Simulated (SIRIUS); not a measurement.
# ZrB2 (P6/mmm) in SIRIUS: notebook, part 2 of 4

SIRIUS 7.12.0. Earlier steps stand in the parts before.

### 3 Equation of state, PBEsol, 9.84 Å³/atom (volume scaled by 0.96)

The input, sirius.json:

```json
{
  "control": {
    "processing_unit": "cpu",
    "std_evp_solver_name": "lapack",
    "gen_evp_solver_name": "lapack",
    "verbosity": 2,
    "print_forces": false,
    "ortho_rf": true,
    "use_second_variation": true,
    "rmt_max": 3.0,
    "num_bands_to_print": 24,
    "save_wf": true
  },
  "parameters": {
    "electronic_structure_method": "full_potential_lapwlo",
    "xc_functionals": ["XC_GGA_X_PBE_SOL", "XC_GGA_C_PBE_SOL"],
    "core_relativity": "dirac",
    "valence_relativity": "iora",
    "num_fv_states": 24,
    "smearing": "fermi_dirac",
    "smearing_width": 0.0018374661,
    "pw_cutoff": 20,
    "gk_cutoff": 3.92,
    "lmax_apw": 11,
    "lmax_rho": 8,
    "lmax_pot": 8,
    "num_mag_dims": 0,
    "auto_rmt": 0,
    "ngridk": [10, 10, 8],
    "shiftk": [0, 0, 0],
    "num_dft_iter": 80,
    "energy_tol": 1e-07,
    "density_tol": 1e-05,
    "use_symmetry": true
  },
  "settings": {"tol_ne": 1e-10},
  "iterative_solver": {"type": "exact"},
  "mixer": {"type": "anderson", "beta": 0.5, "max_history": 8},
  "unit_cell": {
    "lattice_vectors": [[5.9094701092, 0.0, 0.0], [-2.9547350545, 5.1177512374, 0.0], [0.0, 0.0, 6.586169683]],
    "atom_types": ["B", "Zr"],
    "atom_files": {"B": "B.json", "Zr": "Zr.json"},
    "atoms": {"B": [[0.6666666667, 0.3333333333, 0.5], [0.3333333333, 0.6666666667, 0.5]], "Zr": [[0.0, 0.0, 0.0]]}
  }
}
```

The input, B.json:

```json
{
  "name": "boron",
  "symbol": "B",
  "number": 5,
  "mass": 10.811,
  "rmin": 1e-06,
  "rmt": 1.66,
  "nrmt": 800,
  "rinf": 17.81,
  "core": "1s",
  "valence": [
    {"basis": [{"enu": 0.26, "dme": 0, "n": 0, "auto": 0}, {"enu": 0.26, "dme": 1, "n": 0, "auto": 0}]},
    {"l": 0, "n": 1, "basis": [{"enu": 0.3059, "dme": 0, "n": 0, "auto": 0}]},
    {"l": 1, "n": 2, "basis": [{"enu": 0.36, "dme": 0, "n": 0, "auto": 0}]},
    {"l": 2, "n": 3, "basis": [{"enu": 0.36, "dme": 0, "n": 0, "auto": 0}]},
    {"l": 3, "n": 4, "basis": [{"enu": 0.36, "dme": 0, "n": 0, "auto": 0}]}
  ],
  "lo": [
    {
      "l": 0,
      "basis": [{"enu": 0.3059, "dme": 0, "n": 0, "auto": 0}, {"enu": 0.3059, "dme": 1, "n": 0, "auto": 0}]
    },
    {
      "l": 0,
      "basis": [{"enu": 0.3059, "dme": 1, "n": 0, "auto": 0}, {"enu": 0.3059, "dme": 2, "n": 0, "auto": 0}]
    },
    {
      "l": 0,
      "basis": [{"enu": 0.3059, "dme": 0, "n": 0, "auto": 0}, {"enu": 4.6607, "dme": 0, "n": 0, "auto": 0}]
    },
    {"l": 1, "basis": [{"enu": 0.36, "dme": 0, "n": 0, "auto": 0}, {"enu": 0.36, "dme": 1, "n": 0, "auto": 0}]},
    {"l": 1, "basis": [{"enu": 0.36, "dme": 1, "n": 0, "auto": 0}, {"enu": 0.36, "dme": 2, "n": 0, "auto": 0}]},
    {"l": 1, "basis": [{"enu": 0.36, "dme": 0, "n": 0, "auto": 0}, {"enu": 5.368, "dme": 0, "n": 0, "auto": 0}]},
    {"l": 2, "basis": [{"enu": 0.36, "dme": 0, "n": 0, "auto": 0}, {"enu": 0.36, "dme": 1, "n": 0, "auto": 0}]},
    {"l": 2, "basis": [{"enu": 0.36, "dme": 1, "n": 0, "auto": 0}, {"enu": 0.36, "dme": 2, "n": 0, "auto": 0}]},
    {"l": 2, "basis": [{"enu": 0.36, "dme": 0, "n": 0, "auto": 0}, {"enu": 6.0212, "dme": 0, "n": 0, "auto": 0}]},
    {"l": 3, "basis": [{"enu": 0.36, "dme": 0, "n": 0, "auto": 0}, {"enu": 0.36, "dme": 1, "n": 0, "auto": 0}]}
  ],
  "free_atom": [... radial grid and density of the free atom, the start of the SCF ...]
}
```

The input, Zr.json:

```json
{
  "name": "zirconium",
  "symbol": "Zr",
  "number": 40,
  "mass": 91.224,
  "rmin": 1e-06,
  "rmt": 2.43,
  "nrmt": 800,
  "rinf": 17.42,
  "core": "1s2s2p3s3p",
  "valence": [
    {"basis": [{"enu": 0.26, "dme": 0, "n": 0, "auto": 0}, {"enu": 0.26, "dme": 1, "n": 0, "auto": 0}]},
    {"l": 0, "n": 1, "basis": [{"enu": 0.36, "dme": 0, "n": 0, "auto": 0}]},
    {"l": 1, "n": 2, "basis": [{"enu": 0.36, "dme": 0, "n": 0, "auto": 0}]},
    {"l": 2, "n": 3, "basis": [{"enu": 0.36, "dme": 0, "n": 0, "auto": 0}]},
    {"l": 3, "n": 4, "basis": [{"enu": 0.36, "dme": 0, "n": 0, "auto": 0}]}
  ],
  "lo": [
    {"l": 0, "basis": [{"enu": 0.36, "dme": 0, "n": 0, "auto": 0}, {"enu": 0.36, "dme": 1, "n": 0, "auto": 0}]},
    {
      "l": 0,
      "basis": [{"enu": -1.5012, "dme": 0, "n": 4, "auto": 1}, {"enu": -1.5012, "dme": 1, "n": 4, "auto": 1}]
    },
    {
      "l": 0,
      "basis": [{"enu": -1.5012, "dme": 1, "n": 4, "auto": 1}, {"enu": 0.36, "dme": 0, "n": 0, "auto": 0}]
    },
    {"l": 0, "basis": [{"enu": 0.36, "dme": 0, "n": 0, "auto": 0}, {"enu": 3.0696, "dme": 0, "n": 0, "auto": 0}]},
    {"l": 1, "basis": [{"enu": 0.36, "dme": 0, "n": 0, "auto": 0}, {"enu": 0.36, "dme": 1, "n": 0, "auto": 0}]},
    {
      "l": 1,
      "basis": [{"enu": -0.6959, "dme": 0, "n": 4, "auto": 1}, {"enu": -0.6959, "dme": 1, "n": 4, "auto": 1}]
    },
    {
      "l": 1,
      "basis": [{"enu": -0.6959, "dme": 1, "n": 4, "auto": 1}, {"enu": 0.36, "dme": 0, "n": 0, "auto": 0}]
    },
    {"l": 1, "basis": [{"enu": 0.36, "dme": 0, "n": 0, "auto": 0}, {"enu": 3.4761, "dme": 0, "n": 0, "auto": 0}]},
    {"l": 2, "basis": [{"enu": 0.36, "dme": 0, "n": 0, "auto": 0}, {"enu": 0.36, "dme": 1, "n": 0, "auto": 0}]},
    {"l": 2, "basis": [{"enu": 0.36, "dme": 1, "n": 0, "auto": 0}, {"enu": 0.36, "dme": 2, "n": 0, "auto": 0}]},
    {
      "l": 2,
      "basis": [{"enu": -5.9326, "dme": 0, "n": 3, "auto": 1}, {"enu": -5.9326, "dme": 1, "n": 3, "auto": 1}]
    },
    {"l": 2, "basis": [{"enu": 0.36, "dme": 0, "n": 0, "auto": 0}, {"enu": 3.0019, "dme": 0, "n": 0, "auto": 0}]},
    {"l": 3, "basis": [{"enu": 0.36, "dme": 0, "n": 0, "auto": 0}, {"enu": 0.36, "dme": 1, "n": 0, "auto": 0}]},
    {"l": 3, "basis": [{"enu": 0.36, "dme": 0, "n": 0, "auto": 0}, {"enu": 3.3067, "dme": 0, "n": 0, "auto": 0}]}
  ],
  "free_atom": [... radial grid and density of the free atom, the start of the SCF ...]
}
```

The input, sirius_start.json:

```json
{
  "control": {
    "processing_unit": "cpu",
    "std_evp_solver_name": "lapack",
    "gen_evp_solver_name": "lapack",
    "verbosity": 1,
    "print_forces": false,
    "ortho_rf": true,
    "use_second_variation": true,
    "rmt_max": 3.0,
    "num_bands_to_print": 24,
    "save_wf": false
  },
  "parameters": {
    "electronic_structure_method": "full_potential_lapwlo",
    "xc_functionals": ["XC_LDA_X", "XC_LDA_C_PW"],
    "core_relativity": "dirac",
    "valence_relativity": "iora",
    "num_fv_states": 24,
    "smearing": "fermi_dirac",
    "smearing_width": 0.0055123983,
    "pw_cutoff": 20,
    "gk_cutoff": 3.13,
    "lmax_apw": 11,
    "lmax_rho": 8,
    "lmax_pot": 8,
    "num_mag_dims": 0,
    "auto_rmt": 0,
    "ngridk": [4, 4, 3],
    "shiftk": [0, 0, 0],
    "num_dft_iter": 30,
    "energy_tol": 0.01,
    "density_tol": 0.05,
    "use_symmetry": true
  },
  "settings": {"tol_ne": 1e-10},
  "iterative_solver": {"type": "exact"},
  "mixer": {"type": "anderson", "beta": 0.5, "max_history": 8},
  "unit_cell": {
    "lattice_vectors": [[5.9094701092, 0.0, 0.0], [-2.9547350545, 5.1177512374, 0.0], [0.0, 0.0, 6.586169683]],
    "atom_types": ["B", "Zr"],
    "atom_files": {"B": "B.json", "Zr": "Zr.json"},
    "atoms": {"B": [[0.6666666667, 0.3333333333, 0.5], [0.3333333333, 0.6666666667, 0.5]], "Zr": [[0.0, 0.0, 0.0]]}
  }
}
```

Potentials or basis: all-electron FP-LAPW, apw+lo standard.

The run is started by

```bash
> OMP_NUM_THREADS=1 sirius.scf --input=sirius_start.json --output=start.json
> OMP_NUM_THREADS=1 sirius.scf --input=sirius.json --output=output.json --task=1
```

It took 71 s on 1 thread of Arm Neoverse V2, shared host; peak memory 0.59 GiB.

Results (log left out):

```yaml
Free_energy: -99233.4846 eV
Band_gap_on_the_k_mesh: none (metal or under the smearing width)
All_electrons_inside_the_program's_atomic_spheres: Zr 37.80; B 3.73 (radii B 1.66, Zr 2.43 bohr)
```

### 4 Equation of state, PBEsol, 10.04 Å³/atom (volume scaled by 0.98)

sirius.json, as its differences from that of step 3:

```diff
@@ -39,3 +39,3 @@
   "unit_cell": {
-    "lattice_vectors": [[5.9094701092, 0.0, 0.0], [-2.9547350545, 5.1177512374, 0.0], [0.0, 0.0, 6.586169683]],
+    "lattice_vectors": [[5.9502263634, 0.0, 0.0], [-2.9751131817, 5.1530471889, 0.0], [0.0, 0.0, 6.6315929783]],
     "atom_types": ["B", "Zr"],
```

The input, B.json:

```json
{
  "name": "boron",
  "symbol": "B",
  "number": 5,
  "mass": 10.811,
  "rmin": 1e-06,
  "rmt": 1.66,
  "nrmt": 800,
  "rinf": 17.81,
  "core": "1s",
  "valence": [
    {"basis": [{"enu": 0.25, "dme": 0, "n": 0, "auto": 0}, {"enu": 0.25, "dme": 1, "n": 0, "auto": 0}]},
    {"l": 0, "n": 1, "basis": [{"enu": 0.2959, "dme": 0, "n": 0, "auto": 0}]},
    {"l": 1, "n": 2, "basis": [{"enu": 0.35, "dme": 0, "n": 0, "auto": 0}]},
    {"l": 2, "n": 3, "basis": [{"enu": 0.35, "dme": 0, "n": 0, "auto": 0}]},
    {"l": 3, "n": 4, "basis": [{"enu": 0.35, "dme": 0, "n": 0, "auto": 0}]}
  ],
  "lo": [
    {
      "l": 0,
      "basis": [{"enu": 0.2959, "dme": 0, "n": 0, "auto": 0}, {"enu": 0.2959, "dme": 1, "n": 0, "auto": 0}]
    },
    {
      "l": 0,
      "basis": [{"enu": 0.2959, "dme": 1, "n": 0, "auto": 0}, {"enu": 0.2959, "dme": 2, "n": 0, "auto": 0}]
    },
    {
      "l": 0,
      "basis": [{"enu": 0.2959, "dme": 0, "n": 0, "auto": 0}, {"enu": 4.6507, "dme": 0, "n": 0, "auto": 0}]
    },
    {"l": 1, "basis": [{"enu": 0.35, "dme": 0, "n": 0, "auto": 0}, {"enu": 0.35, "dme": 1, "n": 0, "auto": 0}]},
    {"l": 1, "basis": [{"enu": 0.35, "dme": 1, "n": 0, "auto": 0}, {"enu": 0.35, "dme": 2, "n": 0, "auto": 0}]},
    {"l": 1, "basis": [{"enu": 0.35, "dme": 0, "n": 0, "auto": 0}, {"enu": 5.358, "dme": 0, "n": 0, "auto": 0}]},
    {"l": 2, "basis": [{"enu": 0.35, "dme": 0, "n": 0, "auto": 0}, {"enu": 0.35, "dme": 1, "n": 0, "auto": 0}]},
    {"l": 2, "basis": [{"enu": 0.35, "dme": 1, "n": 0, "auto": 0}, {"enu": 0.35, "dme": 2, "n": 0, "auto": 0}]},
    {"l": 2, "basis": [{"enu": 0.35, "dme": 0, "n": 0, "auto": 0}, {"enu": 6.0112, "dme": 0, "n": 0, "auto": 0}]},
    {"l": 3, "basis": [{"enu": 0.35, "dme": 0, "n": 0, "auto": 0}, {"enu": 0.35, "dme": 1, "n": 0, "auto": 0}]}
  ],
  "free_atom": [... radial grid and density of the free atom, the start of the SCF ...]
}
```

The input, Zr.json:

```json
{
  "name": "zirconium",
  "symbol": "Zr",
  "number": 40,
  "mass": 91.224,
  "rmin": 1e-06,
  "rmt": 2.43,
  "nrmt": 800,
  "rinf": 17.42,
  "core": "1s2s2p3s3p",
  "valence": [
    {"basis": [{"enu": 0.25, "dme": 0, "n": 0, "auto": 0}, {"enu": 0.25, "dme": 1, "n": 0, "auto": 0}]},
    {"l": 0, "n": 1, "basis": [{"enu": 0.35, "dme": 0, "n": 0, "auto": 0}]},
    {"l": 1, "n": 2, "basis": [{"enu": 0.35, "dme": 0, "n": 0, "auto": 0}]},
    {"l": 2, "n": 3, "basis": [{"enu": 0.35, "dme": 0, "n": 0, "auto": 0}]},
    {"l": 3, "n": 4, "basis": [{"enu": 0.35, "dme": 0, "n": 0, "auto": 0}]}
  ],
  "lo": [
    {"l": 0, "basis": [{"enu": 0.35, "dme": 0, "n": 0, "auto": 0}, {"enu": 0.35, "dme": 1, "n": 0, "auto": 0}]},
    {
      "l": 0,
      "basis": [{"enu": -1.5112, "dme": 0, "n": 4, "auto": 1}, {"enu": -1.5112, "dme": 1, "n": 4, "auto": 1}]
    },
    {
      "l": 0,
      "basis": [{"enu": -1.5112, "dme": 1, "n": 4, "auto": 1}, {"enu": 0.35, "dme": 0, "n": 0, "auto": 0}]
    },
    {"l": 0, "basis": [{"enu": 0.35, "dme": 0, "n": 0, "auto": 0}, {"enu": 3.0596, "dme": 0, "n": 0, "auto": 0}]},
    {"l": 1, "basis": [{"enu": 0.35, "dme": 0, "n": 0, "auto": 0}, {"enu": 0.35, "dme": 1, "n": 0, "auto": 0}]},
    {
      "l": 1,
      "basis": [{"enu": -0.7059, "dme": 0, "n": 4, "auto": 1}, {"enu": -0.7059, "dme": 1, "n": 4, "auto": 1}]
    },
    {
      "l": 1,
      "basis": [{"enu": -0.7059, "dme": 1, "n": 4, "auto": 1}, {"enu": 0.35, "dme": 0, "n": 0, "auto": 0}]
    },
    {"l": 1, "basis": [{"enu": 0.35, "dme": 0, "n": 0, "auto": 0}, {"enu": 3.4661, "dme": 0, "n": 0, "auto": 0}]},
    {"l": 2, "basis": [{"enu": 0.35, "dme": 0, "n": 0, "auto": 0}, {"enu": 0.35, "dme": 1, "n": 0, "auto": 0}]},
    {"l": 2, "basis": [{"enu": 0.35, "dme": 1, "n": 0, "auto": 0}, {"enu": 0.35, "dme": 2, "n": 0, "auto": 0}]},
    {
      "l": 2,
      "basis": [{"enu": -5.9426, "dme": 0, "n": 3, "auto": 1}, {"enu": -5.9426, "dme": 1, "n": 3, "auto": 1}]
    },
    {"l": 2, "basis": [{"enu": 0.35, "dme": 0, "n": 0, "auto": 0}, {"enu": 2.9919, "dme": 0, "n": 0, "auto": 0}]},
    {"l": 3, "basis": [{"enu": 0.35, "dme": 0, "n": 0, "auto": 0}, {"enu": 0.35, "dme": 1, "n": 0, "auto": 0}]},
    {"l": 3, "basis": [{"enu": 0.35, "dme": 0, "n": 0, "auto": 0}, {"enu": 3.2967, "dme": 0, "n": 0, "auto": 0}]}
  ],
  "free_atom": [... radial grid and density of the free atom, the start of the SCF ...]
}
```

sirius_start.json, as its differences from that of step 3:

```diff
@@ -39,3 +39,3 @@
   "unit_cell": {
-    "lattice_vectors": [[5.9094701092, 0.0, 0.0], [-2.9547350545, 5.1177512374, 0.0], [0.0, 0.0, 6.586169683]],
+    "lattice_vectors": [[5.9502263634, 0.0, 0.0], [-2.9751131817, 5.1530471889, 0.0], [0.0, 0.0, 6.6315929783]],
     "atom_types": ["B", "Zr"],
```

The run is started by

```bash
> OMP_NUM_THREADS=1 sirius.scf --input=sirius_start.json --output=start.json
> OMP_NUM_THREADS=1 sirius.scf --input=sirius.json --output=output.json --task=1
```

It took 71 s on 1 thread of Arm Neoverse V2, shared host; peak memory 0.6 GiB.

The run converged. Its results:

* Free energy: -99233.4983 eV
* Band gap on the k mesh: none (metal or under the smearing width)
* All electrons inside the program's atomic spheres: Zr 37.77; B 3.71 (radii B 1.66, Zr 2.43 bohr)

[end of part 2 of 4]
